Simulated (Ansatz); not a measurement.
**Convergence notes, G0W0 on PbSe (zincblende)**

Zincblende PbSe, relaxed with r2SCAN; one-shot G0W0 in Ansatz without spin-orbit coupling. All values are calculated for a non-magnetic cell, which may be hypothetical.

```xyz
2
Lattice="0.0000 3.4232 3.4232 3.4232 0.0000 3.4232 3.4232 3.4232 0.0000" Properties=species:S:1:pos:R:3 pbc="T T T"
Pb    0.0000    0.0000    0.0000
Se    1.7116    1.7116    1.7116
```

Gaps are read over the mesh points alone. G0W0 here is at a finite number of bands, screening cutoff and k mesh, not at the basis limit.
```csv
start,potentials,frequency model,mesh,empty bands,screening cutoff (eV),Kohn-Sham gap (eV),G0W0 gap (eV)
PBE,PAW,contour deformation,4×4×4,182,100,0.62,0.98
PBE,PAW,contour deformation,4×4×4,439,180,0.62,1.12
PBE,PAW,contour deformation,4×4×4,853,260,0.62,1.17
HSE06,PAW,contour deformation,4×4×4,439,180,1.06,1.32
r2SCAN,PAW,contour deformation,4×4×4,439,180,0.80,1.19
PBE0,PAW,contour deformation,4×4×4,439,180,1.68,1.50
PBE,PAW,Godby-Needs pole,4×4×4,439,180,0.62,1.02
PBE,PAW,contour deformation,6×6×6,130,80,0.75,1.05
PBE,norm-conserving,contour deformation,4×4×4,439,180,0.62,1.08
```

Over the mesh points the PBE gap of 0.62 eV becomes a quasiparticle gap of 1.17 eV (W to X), a change of +0.55 eV. Renormalisation factors Z lie between 0.64 and 0.77.

Raising bands and cutoff together moves the gap by +0.14 eV (100 to 180 eV), then +0.05 eV (180 to 260 eV); the last step is still large, so the basis limit isn't reached. Starting from HSE06 (1.06 eV against PBE's 0.62 eV) gives 1.32 eV, +0.20 eV from G0W0@PBE at the same screening cutoff. Starting from r2SCAN (0.80 eV against PBE's 0.62 eV) gives 1.19 eV, +0.07 eV from G0W0@PBE at the same screening cutoff. Starting from PBE0 (1.68 eV against PBE's 0.62 eV) gives 1.50 eV, +0.38 eV from G0W0@PBE at the same screening cutoff. The Godby-Needs plasmon pole differs from contour deformation by -0.10 eV. Norm-conserving potentials (wave cutoff 1170 eV against 420 eV) shift the quasiparticle gap by -0.04 eV and the PBE gap by 0.00 eV. r2SCAN runs take a wave cutoff of 500 eV.

The program warns that the k mesh is coarse for exact exchange in some of these runs, so their gaps aren't converged.
